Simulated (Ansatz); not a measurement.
# Si3N4: checks on the settings of a gradient run, part 2 of 2

More tests of how the quadrupolar parameters of Si3N4 respond to changes of cell, atoms or settings. The cell is a COD entry. Its positions were relaxed in an earlier run. Planned: a check of grid; a check of grid with kind.

Ansatz 0.2.0; DFT, PBE, plane-wave PAW, default files, scalar-relativistic, as far as a step names no other. The steps go on from the part before.

## 3. Trying other settings (kpoints.mp_grid.grid = [5, 5, 5], scf.eigensolver.kind = davidson)

Contents of input.yaml:

```yaml
crystal:
  lattice:
    - [-3.23735, 3.23735, 3.23735]
    - [3.23735, -3.23735, 3.23735]
    - [3.23735, 3.23735, -3.23735]
  atoms:
    - { symbol: Si, position: [0.25, 0.125, 0.875] }
    - { symbol: Si, position: [0.875, 0.25, 0.125] }
    - { symbol: Si, position: [0.75, 0.375, 0.625] }
    - { symbol: Si, position: [0.625, 0.75, 0.375] }
    - { symbol: Si, position: [0.125, 0.875, 0.25] }
    - { symbol: Si, position: [0.375, 0.625, 0.75] }
    - { symbol: "N", position: [0.5628, 0.5628, 0.5628] }
    - { symbol: "N", position: [0.4372, 0.5, 0.0] }
    - { symbol: "N", position: [0.5, 0.0, 0.9372] }
    - { symbol: "N", position: [0.0, 0.4372, 0.5] }
    - { symbol: "N", position: [0.9372, 0.5, 0.0] }
    - { symbol: "N", position: [0.0628, 0.0628, 0.0628] }
    - { symbol: "N", position: [0.0, 0.9372, 0.5] }
    - { symbol: "N", position: [0.5, 0.0, 0.4372] }
kpoints:
  mp_grid: { grid: [5, 5, 5] }
scf:
  occupations: { method: fermi_dirac, width: 0.02 }
  eigensolver: { kind: davidson }
hamiltonian:
  xc: pbe
  pseudopotentials: { kind: paw }
output:
  forces: true
  stress: true
  populations: true
  efg:
    quadrupole_moments_barn: { "N": 0.02044 }
    contact_densities: true
```

Started as:

```console
$ ansatz run input.yaml --threads 1 --pin off --max-ram 3072MiB --backend cpu --events-out ev --progress --plain --runs-dir out
```

Output:

```text
Warning: RAYON_NUM_THREADS=1 ignored (pool sized by the plan → 1); use --threads N
Engine: ansatz 0.2.0, x86_64-unknown-linux-gnu
Pseudopotentials: kind: paw
Pseudopotential: Si, paw, valence charge 4, recommended cutoff 420 eV (normal), Si.paw.azcp
Pseudopotential: N, paw, valence charge 5, recommended cutoff 420 eV (normal), N.paw.azcp
Functional definition: PBE
  parameter kappa = 0.804
  parameter beta = 0.06672455060314922
  exchange = pbe_x(kappa = kappa, mu = beta*pi^2/3)
  correlation = pbe_c(beta = beta)
Crystal: 14 atoms, lattice volume = 135.715 Å³
Basis set: ecut = 420 eV, 2659 PW (Γ), exchange–correlation on 80×80×80 points (8 copies of the dense FFT grid, shifted against one another)
Bands: 46, of which v1, the nominal top of the filled ones, is band 32 counted from 1 (31 counted from 0)
Symmetry: 24 space group operations
Space group: I-43d (ITA 220), of the structure as read, at distance tolerance 5.1e-5 Å
k-points: 10 of 125 (time reversal used)
Non-local potential: Si, projectors of the file, l = 0: 2, l = 1: 2, l = 2: 2
Non-local potential: N, projectors of the file, l = 0: 2, l = 1: 2, l = 2: 1
PAW form: soft (Blöchl's): semilocal exchange-correlation on the pseudo side does not see the compensation charge
PAW one-centre angular grid: Si, 110 points (default); XC on 64 Gauss nodes
PAW one-centre angular grid: N, 110 points (default); XC on 64 Gauss nodes
Initial density: superposition of atomic densities (neutral atoms: chi_scale 0, normalization atom), corrected by the library's trained network
Initial wavefunctions: pseudopotential atomic-orbital guess
Functional: x = pbe(κ = 0.804, μ = 0.2195149727645171), c = pbe(β = 0.06672455060314922)
SCF iter   1: F=—  HF=-6900.410305 eV  |F-HF|=—  |Δ(HF+E_count)|=         —  Δρ=2.47e-3  dr2=3.82e-3  ethr=1.77e-3  ⟨swp⟩=10.9  Hψ=2455  notcnv=0
preconditioner: auto → Resta (q_TF=auto, 2.407 Å⁻¹)  ε∞=4.3  [insulator: Δε(μ)=4.100 eV  Ē_g=14.098 eV  σ=0.020 eV  W_gap=1.00  n_scr=42 (ndim 8)  ℏωp=25.5 eV  f_vac=0.000  D(μ)=0.00/eV (n_scr^D=0)  ε∞_Penn≈4.3]
SCF iter   2: F=—  HF=-6900.412923 eV  |F-HF|=—  |Δ(HF+E_count)|=   2.62e-3  Δρ=1.29e-3  dr2=8.84e-4  ethr=5.97e-6  ⟨swp⟩=5.8  Hψ=1484  notcnv=0  defer=3
iter 3 solved again at ethr=5.71e-8 eV; its pass at ethr=1.38e-6 eV (dr2=3.66e-5 eV) is discarded
SCF iter   3: F=—  HF=-6900.413430 eV  |F-HF|=—  |Δ(HF+E_count)|=   5.07e-4  Δρ=2.20e-4  dr2=3.21e-5  ethr=5.71e-8  ⟨swp⟩=3.1  Hψ=1664  notcnv=0  defer=1
eigensolver tolerance schedule: the retry pair's looser diagonalisation over-reported the residual by 0.14 of it (diagonalisation noise at 0.14 of the residual, at the tolerance the schedule requests for it); recorded, not acted on — ethr = c·dr2/N_el stays at c = 1.0e-1
SCF iter   4: F=—  HF=-6900.413496 eV  |F-HF|=—  |Δ(HF+E_count)|=   6.65e-5  Δρ=4.64e-5  dr2=1.21e-6  ethr=5.02e-8  ⟨swp⟩=3.1  Hψ=1040  notcnv=0  defer=1
iter 5 did not close the SCF: its close was put off for the readings that it lacked (scf_convergence_deferred on its scf_iter line)
SCF iter   5: F=-6900.413497 eV  HF=-6900.413497 eV  |F-HF|=1.19e-8  |Δ(HF+E_count)|=   8.83e-7  Δρ=8.85e-6  dr2=6.80e-8  ethr=1.90e-9  ⟨swp⟩=3.1  Hψ=924  notcnv=0  defer=1
SCF iter   6: F=-6900.413497 eV  HF=-6900.413497 eV  |F-HF|=2.94e-9  |Δ(HF+E_count)|=   4.15e-9  Δρ=2.52e-6  dr2=5.70e-9  ethr=1.06e-10  ⟨swp⟩=3.3  Hψ=925  notcnv=0  defer=1
SCF 1 converged in 6 iterations: F = -6900.413497 eV  dr2 = 5.70e-9
  Residual-converged pass: ⟨swp⟩=3.0  Hψ=943  notcnv=0  max |occ|·‖R‖ = 6.5e-6 eV (tolerance 6.7e-6 eV)  dr2=5.27e-9  dr2_onsite=5.98e-10  max |Δocc| = 0.0e0
SCF converged after 6 iterations
Free energy (F): -6900.413497 eV
Harris-Foulkes:  -6900.413497 eV  (|F-HF|=2.94e-9)
Internal energy: -6900.413497 eV  (E = F + TS)
E sigma→0 (E₀):  -6900.413497 eV
Fermi energy:    11.401289 eV
--- Per-component energies (eV) ---
  E_band       = 139.055216
  E_kinetic    = 1349.070475
  E_local      = -1753.227176  (includes V_loc(G=0)·N_el)
  E_nonlocal   = 508.326687
  E_hartree    = 559.909022
  E_xc         = -826.438938
  E_vxc        = -911.598863  (∫ρ·V_xc dr)
  E_paw        = -4099.751831  (= ΣΔE_a)
  E_vpaw       = -173.335876  (= ΣTr[D̂ρ^β])
  E_aug_tail   = 0.000836  (compensation charges beyond the density's cutoff)
  E_ewald      = -2638.302572
  E_smearing   = -0.000000  (= −TS)
  E_closure    = -0.000000  (closes the sum)
  Σ components = -6900.413497   (vs F -6900.413497, Δ=0.00e0)
--- Forces (eV/Å), atoms counted from 1 ---
  atom   1  Si     0.00000000     0.00000000    -0.00000000
  atom   2  Si     0.00000000    -0.00000000     0.00000000
  atom   3  Si    -0.00000000    -0.00000000    -0.00000000
  atom   4  Si    -0.00000000    -0.00000000     0.00000000
  atom   5  Si     0.00000000    -0.00000000    -0.00000000
  atom   6  Si     0.00000000     0.00000000    -0.00000000
  atom   7  N     -0.01206887    -0.01206887    -0.01206887
  atom   8  N     -0.01206887     0.01206887     0.01206887
  atom   9  N      0.01206887     0.01206887    -0.01206887
  atom  10  N      0.01206887    -0.01206887     0.01206887
  atom  11  N     -0.01206887     0.01206887     0.01206887
  atom  12  N     -0.01206887    -0.01206887    -0.01206887
  atom  13  N      0.01206887    -0.01206887     0.01206887
  atom  14  N      0.01206887     0.01206887    -0.01206887
  max |Σ_I F_I| component: 1.61e-16 eV/Å
--- Stress (GPa, compression-positive) ---
        1.940634      -0.000000       0.000000
        0.000000       1.940634       0.000000
        0.000000       0.000000       1.940634
  P = ⅓ Tr σ = 1.9406 GPa (19.406 kbar)
--- PAW observables at the nuclei: V_zz in 10²¹ V/m², potentials from the cell's mean, atoms counted from 1 ---
  atom   1  Si V_zz =    -0.103322   η = 0.0000   by run symmetry: allowed
            electrostatic potential = -1360.897628 V   contact ρ = 12804.352255 e/Å³
  atom   2  Si V_zz =    -0.103322   η = 0.0000   by run symmetry: allowed
            electrostatic potential = -1360.897628 V   contact ρ = 12804.352255 e/Å³
  atom   3  Si V_zz =    -0.103322   η = 0.0000   by run symmetry: allowed
            electrostatic potential = -1360.897628 V   contact ρ = 12804.352255 e/Å³
  atom   4  Si V_zz =    -0.103322   η = 0.0000   by run symmetry: allowed
            electrostatic potential = -1360.897628 V   contact ρ = 12804.352255 e/Å³
  atom   5  Si V_zz =    -0.103322   η = 0.0000   by run symmetry: allowed
            electrostatic potential = -1360.897628 V   contact ρ = 12804.352255 e/Å³
  atom   6  Si V_zz =    -0.103322   η = 0.0000   by run symmetry: allowed
            electrostatic potential = -1360.897628 V   contact ρ = 12804.352255 e/Å³
  atom   7  N  V_zz =    -5.768372   η = 0.0000   by run symmetry: allowed   C_q = -2.8509 MHz
            electrostatic potential = -517.271259 V   contact ρ = 1411.838841 e/Å³
  atom   8  N  V_zz =    -5.768372   η = 0.0000   by run symmetry: allowed   C_q = -2.8509 MHz
            electrostatic potential = -517.271259 V   contact ρ = 1411.838841 e/Å³
  atom   9  N  V_zz =    -5.768372   η = 0.0000   by run symmetry: allowed   C_q = -2.8509 MHz
            electrostatic potential = -517.271259 V   contact ρ = 1411.838841 e/Å³
  atom  10  N  V_zz =    -5.768372   η = 0.0000   by run symmetry: allowed   C_q = -2.8509 MHz
            electrostatic potential = -517.271259 V   contact ρ = 1411.838841 e/Å³
  atom  11  N  V_zz =    -5.768372   η = 0.0000   by run symmetry: allowed   C_q = -2.8509 MHz
            electrostatic potential = -517.271259 V   contact ρ = 1411.838841 e/Å³
  atom  12  N  V_zz =    -5.768372   η = 0.0000   by run symmetry: allowed   C_q = -2.8509 MHz
            electrostatic potential = -517.271259 V   contact ρ = 1411.838841 e/Å³
  atom  13  N  V_zz =    -5.768372   η = 0.0000   by run symmetry: allowed   C_q = -2.8509 MHz
            electrostatic potential = -517.271259 V   contact ρ = 1411.838841 e/Å³
  atom  14  N  V_zz =    -5.768372   η = 0.0000   by run symmetry: allowed   C_q = -2.8509 MHz
            electrostatic potential = -517.271259 V   contact ρ = 1411.838841 e/Å³
--- Band table (eV; the first three rows and the last of 10) ---
  k-point 0: bands = ["-8.8456", "-5.9716", "-5.9716", "-5.9716", "-5.4566", "-5.4566", "-5.4566", "-4.7974", "-0.4448", "-0.4448", "0.6650", "0.6650", "0.6650", "3.6971", "3.6971", "3.6971", "4.0990", "5.2915", "5.2915", "5.3476", "5.3476", "5.3476", "6.4387", "6.4387", "6.4387", "7.4071", "7.4071", "7.4071", "9.1737", "9.1737", "9.1737", "9.2699", "13.9743", "13.9743", "14.0009", "14.0036", "14.0036", "14.0036", "15.2335", "15.2335", "15.2335", "17.0921", "17.0921", "17.0921", "17.9277", "17.9277"]
  k-point 1: bands = ["-8.6503", "-6.3386", "-6.0803", "-6.0613", "-5.5374", "-5.4691", "-5.3673", "-4.7953", "-0.1466", "-0.0637", "0.8578", "0.9407", "1.0854", "3.1907", "3.5391", "3.7994", "4.5344", "4.7966", "4.9451", "5.1498", "5.3131", "5.5369", "5.8906", "6.2432", "6.3676", "7.3015", "7.3881", "7.4774", "8.6698", "8.9210", "9.2202", "9.2335", "13.4762", "13.6507", "14.3020", "14.6193", "14.6331", "14.9183", "15.7573", "15.8394", "15.9533", "17.1330", "17.2732", "17.3786", "18.1014", "18.4137"]
  k-point 2: bands = ["-8.0857", "-7.2350", "-6.2018", "-6.1907", "-5.5504", "-5.5156", "-5.1419", "-4.9056", "0.4836", "0.5054", "1.2132", "1.2634", "2.3130", "2.8569", "3.4649", "3.6732", "3.7543", "4.4967", "4.5364", "4.7496", "4.8186", "5.3631", "6.0161", "6.1419", "6.2818", "6.9667", "7.2090", "7.6853", "7.8131", "8.3392", "9.3035", "9.3056", "14.0916", "14.1075", "14.9764", "15.3391", "15.4965", "15.5749", "16.2210", "16.5623", "16.8717", "17.0709", "17.2644", "17.8220", "18.0110", "18.2414"]
  k-point 9: bands = ["-7.3732", "-6.6580", "-6.6005", "-6.6005", "-6.5175", "-5.9245", "-4.9791", "-4.9791", "1.2858", "1.6547", "2.1685", "2.1685", "2.2291", "3.1602", "3.2996", "3.6770", "3.6770", "3.7264", "4.2933", "4.4397", "4.8691", "4.8691", "5.2371", "5.2371", "6.8830", "7.2665", "7.2665", "7.4933", "7.5724", "7.8728", "8.3952", "8.3952", "13.9858", "14.4620", "14.9999", "14.9999", "15.1624", "15.7455", "17.2131", "17.3721", "17.3721", "17.4731", "17.9389", "18.4769", "18.4769", "18.5232"]
--- Löwdin populations: 14 sites ---
  site symbol       q [e]
     0     Si      2.5889
     1     Si      2.5889
     2     Si      2.5889
     3     Si      2.5889
     4     Si      2.5889
     5     Si      2.5889
     6      N      5.9486
     7      N      5.9486
     8      N      5.9486
     9      N      5.9486
    10      N      5.9486
    11      N      5.9486
    12      N      5.9486
    13      N      5.9486
  spilling = 0.013717 (of n_electrons = 64.000000)
```

Run time: 7 s. Hardware: 1 thread of Intel Xeon Platinum 8488C (Sapphire Rapids), shared host; peak memory 0.5 GiB.

State: gap on the mesh 4.12 eV, largest force 0.021 eV/Å, pressure 1.9 GPa.

Against step 1 (V_zz in 10²¹ V/m²):

```
site       atoms  V_zz, PBE relaxed  V_zz, new settings  η, PBE relaxed  η, new settings
  Si  1, 2, 3, …              -0.10               -0.10            0.00             0.00
   N  7, 8, 9, …              -5.77               -5.77            0.00             0.00
```

The sizes of the gradients above 0.15 moved by less than 0.1 % at any site. The free energy stayed within 0.1 meV/atom. These settings are under the usual standard, though here the error is small.

## 4. Outcome

What follows sums up all 2 parts.

| quantity | value |
| --- | --- |
| state (step 1) | gap on the mesh 4.07 eV, largest force 0.021 eV/Å, pressure 1.9 GPa |
| V_zz by site, step 1 (10²¹ V/m²) | Si -0.10, N -5.77 |
| largest C_Q in size, step 1 | 2.85 MHz, ¹⁴N at N |
| step 2 (kpoints.mp_grid.grid = [9, 9, 9]) against step 1 | less than 0.1 % at any site |
| step 3 (kpoints.mp_grid.grid = [5, 5, 5], scf.eigensolver.kind = davidson) against step 1 | less than 0.1 % at any site; coarse settings |

In words: Site N (3 Si at 1.75 Å) carries the largest gradient.

The gaps are Kohn-Sham values of a semilocal functional, not quasiparticle or optical gaps. Such gaps usually fall short of the measured ones.
